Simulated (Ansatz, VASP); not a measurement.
## One calculation of ZnS (Wurtzite-2H), two programs

```xyz
4
Lattice="3.9722 0.0000 0.0000 -1.9861 3.4400 0.0000 0.0000 0.0000 6.5004" Properties=species:S:1:pos:R:3 pbc="T T T"
Zn    0.0000    2.2934    0.0320
Zn    1.9861    1.1467    3.2822
S     0.0000    2.2934    2.4707
S     1.9861    1.1467    5.7209
```

Alike in both runs: functional PBE; k mesh 9 × 9 × 6; occupations gaussian, width 0.02 eV; no spin polarisation.

Ansatz relaxed the structure, and its values are those at the end. VASP's run is a single point on that final structure, the one shown.

```csv
,VASP,Ansatz
version,VASP 6.6.1,Ansatz 0.2.0
potentials or method,"VASP PAW PBE potentials, release 64 (Zn, S)","scalar-relativistic, plane waves, PAW"
plane-wave cutoff (eV),520,420
valence electrons in the cell,36,36
```

```csv
,VASP,Ansatz,Ansatz less VASP
gap on the k mesh at the Fermi level (eV),1.67,1.67,0.000
least direct gap on the mesh (eV),1.67,1.67,0.000
pressure (GPa),-5.2,-5.3,-0.11
rms of the force components (eV/Å),0.003,0.003,+0.0003
```

The functional is the same, so the differences come from potentials, cutoffs and numerics.

As with any semilocal functional, this PBE gap is likely too small.
